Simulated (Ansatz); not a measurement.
## Bands of In

```xyz
1
Lattice="3.0868 0.0000 0.0000 0.0000 3.0868 0.0000 0.0000 0.0000 3.0868" Properties=species:S:1:pos:R:3 pbc="T T T"
In    0.0000    0.0000    0.0000
```

The cell was built from the sc type and relaxed in the same program, and has space group Pm-3m; it needn't be a known or the stable phase.

Spin–orbit coupling is left out, though it moves levels of the heavy atoms by tenths of an eV or more.

Theory: DFT, PBE, all-electron LAPW, scalar-relativistic (Ansatz 0.2.0).

Settings: a Γ-centred 12×12×12 k mesh, Fermi–Dirac smearing of 0.03 eV, basis error target 0.25 meV/atom, no spin polarisation.

Points in fractions of the reciprocal vectors of this cell: Γ (0, 0, 0), X (0, 0.5, 0), M (0.5, 0.5, 0), R (0.5, 0.5, 0.5). The path joins them by straight lines in the order Γ–X–M–Γ–R–X–R–M; legs that retrace an earlier one aren't tabulated. Energies are in eV from the Fermi level.

Q: List the levels at X between -8 and 5.5 eV.

A: -5.31, -3.19.

Q: List the levels at Γ between -8 and 5.5 eV.

A: none.

Q: List the levels at R between -8 and 5.5 eV.

A: 2.10 (×3), 2.53.

Q: What is the band gap?

A: none: with an odd electron count and no spin polarisation the bands can't all be full, a metal in this set-up (spin order or a larger cell could open a gap).
